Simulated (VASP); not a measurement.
Input of a VASP 6.6.1 run:

Contents of INCAR:

```
AGGAC = 0.0
ALGO = Fast
EDIFF = 1E-6
ENCUT = 520
GGA = ML
ISIF = 2
ISMEAR = 0
LASPH = True
LCHARG = True
LELF = True
LREAL = False
LUSE_VDW = True
LVACPOTAV = True
LVHAR = True
LWAVE = False
NBANDS = 14
NELM = 60
PREC = Accurate
SIGMA = 0.01
ZAB_VDW = -1.8867
```

The input KPOINTS:

```
k-points
0
Gamma
  1 1 1
```

POSCAR

```
SiH2O
1.0
   10.0000000000      0.0000000000      0.0000000000
    0.0000000000     12.0000000000      0.0000000000
    0.0000000000      0.0000000000     12.0000000000
O Si H
1 1 2
Cartesian
    4.6514500000      6.6461499600      7.3329000000
    4.9279500000      6.2424500400      5.8983000000
    5.3745500000      4.8866499600      5.4872000400
    4.7846500000      7.1553500400      4.7351000400
```

Potentials or basis: VASP PAW PBE potentials, release 64 (O, Si, H).

The run is started by

```bash
$ cat potpaw_PBE.64/O/POTCAR potpaw_PBE.64/Si/POTCAR potpaw_PBE.64/H/POTCAR > POTCAR
$ mpirun -np 1 vasp_gam > vasp.out
```

Problem. Estimate the largest force.

Solution. 1.190 eV/Å.

Problem. Predict the gap between the frontier levels.

Solution. 3.66 eV.

Forces in eV/Å, atoms in the order of the input:
```
O   -0.198  0.283  1.008
Si   0.220 -0.314 -1.126
H   -0.035  0.109  0.027
H    0.013 -0.078  0.091
```

Caveat: the PAW data sets were made with another functional, which shifts forces and pressure a little.
